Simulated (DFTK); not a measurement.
Runs of DFTK 0.8.2 on TePb. The structure is cubic, space group Fm-3m (No. 225). The conventional cell has a = 6.462 Å, b = 6.462 Å, c = 6.462 Å, α = 90.00°, β = 90.00°, γ = 90.00°. Pb (site symmetry m-3m) has 6 Te at 3.23 Å as nearest neighbours. Around Te (site symmetry m-3m) lie 6 Pb at 3.23 Å. 

```csv
task,level,potentials or basis,k mesh,cutoff (eV),valence electrons,SCF solver,mesh quality,pressure (GPa),V0 of scaled cells (Å³/atom),B0 (GPa)
band structure,OLYP,SG15 1.2 (PBE),6 × 6 × 6,952,"Pb 14, Te 16",-,not flagged,3.6,-,-
equation of state,rSCAN,"cp2k.nc.sr.pbe.v0_1.largecore.gth (PBE, GTH, large core)",5 × 5 × 5,707,"Pb 4, Te 6",ScfAndersonSolver,not flagged,-,(a),(b)
band structure,PBE,"in-house norm-conserving set (PBE, scalar relativistic)",5 × 5 × 5,1116,"Pb 14, Te 16",-,not flagged,2.2,-,-
equation of state,PBEsol,SPMS 1.0 (PBE),4 × 4 × 4,816,"Pb 14, Te 16",-,coarse,-,33.34,45
equation of state,r2SCAN,"cp2k.nc.sr.pbe.v0_1.largecore.gth (PBE, GTH, large core)",4 × 4 × 4,707,"Pb 4, Te 6",-,coarse,-,35.26,(c)
```

Alike in all rows: no spin polarisation; cell as given; smearing fermi-dirac 0.05 eV.

Q: Fill in the values left out.

A: (a) 35.35; (b) 40; (c) 41.

Caveats: some runs use coarse meshes; the potentials were made for another functional, which shifts forces and pressure (some runs); GTH potentials come without recommended cutoffs, and this one wasn't checked for convergence (some runs); the program warned that the kinetic-energy density falls under its von Weizsäcker bound, which can give unphysical results (some runs); this set keeps more shells in the core, which shifts pressures and gaps (some runs).
